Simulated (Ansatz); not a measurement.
input.yaml

```yaml
crystal:
  lattice:
    - [0.0, 2.1380340284, 2.1380340284]
    - [2.1380340284, 0.0, 2.1380340284]
    - [2.1380340284, 2.1380340284, 0.0]
  atoms:
    - { symbol: Li, position: [0.0, 0.0, 0.0] }
basis:
  ecutwfc: 420
kpoints:
  mp_grid: { grid: [16, 16, 16] }
hamiltonian:
  xc: pbe
scf:
  occupations: { method: gaussian, width: 0.1 }
output:
  forces: true
  stress: true
  eigenvalues: true
```

Command:
```bash
ansatz run input.yaml --threads 1 --pin off --max-ram 2560MiB --backend cpu --events-out ev --progress --plain --runs-dir out
```

Theory: Ansatz, DFT PBE, scalar-relativistic, plane waves, PAW.

From the run's log, abridged:

```
Pseudopotentials: kind: paw
Pseudopotential: Li, paw, valence charge 3, recommended cutoff 420 eV (normal)
Functional definition: PBE
Crystal: 1 atom, lattice volume = 19.547 Å³
Basis set: ecut = 420 eV, 387 PW (Γ), exchange–correlation on 48×48×48 points (8 copies of the dense FFT grid, shifted against one another)
Bands: 6, of which v1, the nominal top of the filled ones, is band 2 counted from 1 (1 counted from 0)
Symmetry: 48 space group operations
Space group: Fm-3m (ITA 225), of the structure as read, at distance tolerance 2.7e-5 Å
k-points: 145 of 4096
Initial density: superposition of atomic densities (neutral atoms: chi_scale 0, normalization atom), corrected by the library's trained network
Initial wavefunctions: pseudopotential atomic-orbital guess
Functional: x = pbe(κ = 0.804, μ = 0.21951497), c = pbe(β = 0.06672455)
SCF iter   1: F=—  HF=-204.690149 eV  |F-HF|=—  |Δ(HF+E_count)|=         —  Δρ=2.25e-4  dr2=1.02e-5  ethr=1.77e-3  ⟨swp⟩=4.2  Hψ=6672  notcnv=0
SCF iter   2: F=—  HF=-204.690150 eV  |F-HF|=—  |Δ(HF+E_count)|=   1.80e-6  Δρ=1.14e-4  dr2=2.67e-6  ethr=3.39e-7  ⟨swp⟩=2.0  Hψ=2185  notcnv=0
SCF iter   3: F=-204.690152 eV  HF=-204.690152 eV  |F-HF|=2.35e-9  |Δ(HF+E_count)|=   1.51e-6  Δρ=5.07e-6  dr2=3.95e-9  ethr=8.90e-8  ⟨swp⟩=2.0  Hψ=987  notcnv=0
SCF iter   4: F=-204.690152 eV  HF=-204.690152 eV  |F-HF|=7.13e-11  |Δ(HF+E_count)|=   2.50e-9  Δρ=8.14e-7  dr2=1.14e-10  ethr=1.32e-10  ⟨swp⟩=2.1  Hψ=1029  notcnv=0
SCF iter   5: F=-204.690152 eV  HF=-204.690152 eV  |F-HF|=6.82e-13  |Δ(HF+E_count)|=  7.77e-11  Δρ=8.75e-8  dr2=1.32e-12  ethr=3.78e-12  ⟨swp⟩=1.6  Hψ=901  notcnv=0
SCF iter   6: F=-204.690152 eV  HF=-204.690152 eV  |F-HF|=0.00e0  |Δ(HF+E_count)|=  6.25e-13  Δρ=4.14e-9  dr2=1.89e-15  ethr=1.00e-12  ⟨swp⟩=1.7  Hψ=2625  notcnv=0
SCF 1 converged in 6 iterations: F = -204.690152 eV  dr2 = 1.89e-15
SCF converged after 6 iterations
Free energy (F): -204.690152 eV
Harris-Foulkes:  -204.690152 eV  (|F-HF|=0.00e0)
Internal energy: -204.687955 eV  (E = F + TS)
E sigma→0 (E₀):  -204.689053 eV
Entropy (-TS):   -0.002197 eV (-2.197 meV/atom)
Fermi energy:    1.114892 eV
--- Per-component energies (eV) ---
  E_band       = -90.852766
  E_kinetic    = 21.328659
  E_local      = -131.055600  (includes V_loc(G=0)·N_el)
  E_nonlocal   = -33.228161
  E_hartree    = 38.887248
  E_xc         = -10.126067
  E_vxc        = -13.037025  (∫ρ·V_xc dr)
  E_paw        = -21.016267  (= ΣΔE_a)
  E_vpaw       = -12.635155  (= ΣTr[D̂ρ^β])
  E_aug_tail   = 0.000020  (compensation charges beyond the density's cutoff)
  E_ewald      = -69.477788
  E_smearing   = -0.002197  (= −TS)
--- Forces (eV/Å), atoms counted from 1 ---
  atom   1  Li     0.00000000     0.00000000     0.00000000
--- Stress (GPa, compression-positive) ---
        0.477765       0.000000       0.000000
        0.000000       0.477765       0.000000
        0.000000       0.000000       0.477765
  P = ⅓ Tr σ = 0.4778 GPa (4.778 kbar)
--- Band table (eV; the first three rows and the last of 145) ---
  k-point 0: bands = ["-45.3120", "-2.4798", "15.8677", "15.8677", "15.8677", "19.7999"]
  k-point 1: bands = ["-45.3112", "-2.4089", "15.0626", "15.6993", "15.6993", "19.1095"]
  k-point 2: bands = ["-45.3089", "-2.1962", "13.2667", "15.3224", "15.3224", "19.0151"]
  k-point 144: bands = ["-45.2844", "4.7132", "4.7132", "5.6213", "10.1416", "18.6082"]
```

The run converged.

The run took 0.94 s on 1 thread of Arm Neoverse V2, on a shared host, peak memory 0.26 GiB.